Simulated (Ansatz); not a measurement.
**FeS2 — ³³S nuclear quadrupole resonance**

Cell: a COD entry, ions relaxed with PBE at fixed cell.

Space group Pnnm (No. 58); a = 4.4400, b = 5.3900, c = 3.3700 Å.

| site | Wyckoff | site symmetry | x | y | z |
| --- | --- | --- | --- | --- | --- |
| Fe | 2a | ..2/m | 0.0000 | 0.0000 | 0.0000 |
| S | 4g | ..m | 0.2058 | 0.3753 | 0.0000 |

One atom of each set is listed.

Computed with Ansatz: DFT, LDA, plane waves and PAW, scalar-relativistic, collinear spin, 420 eV cutoff, Γ-centred 10×8×13 k-points, Fermi–Dirac smearing 0.05 eV. Start moments as typed (μB): 3 on each Fe, none on the rest.

³³S: I = 3/2, Q = -69.40 mb (year-2017 value). Static lattice, zero field.

Q: Predict the zero-field ³³S lines of each site.

A: For I = 3/2 there is one line, ν = (|C_Q|/2)(1 + η²/3)^½.

| site | atoms | V_zz (10²¹ V/m²) | C_Q (MHz) | η | line frequencies (MHz) |
| --- | --- | --- | --- | --- | --- |
| S | 4 | 13.10 | -22.0 | 0.27 | 11.1 |

The structure holds S–S bonds (2.27 Å). At S V_zz points along its one bond to S (within 1°).

At this cell the LDA pressure is -9 GPa, so with LDA the cell would shrink if it were relaxed. The start moments die out, and the run ends without spin.

The run took 19 s of wall time (72 s of CPU time) and 1.1 GiB at its peak, on 4 threads of Intel Xeon Platinum 8488C (Sapphire Rapids) (x86_64; 16 cores open to the job, memory cap 8.0 GiB, no GPU), a shared host with a load of 0.3 a core.
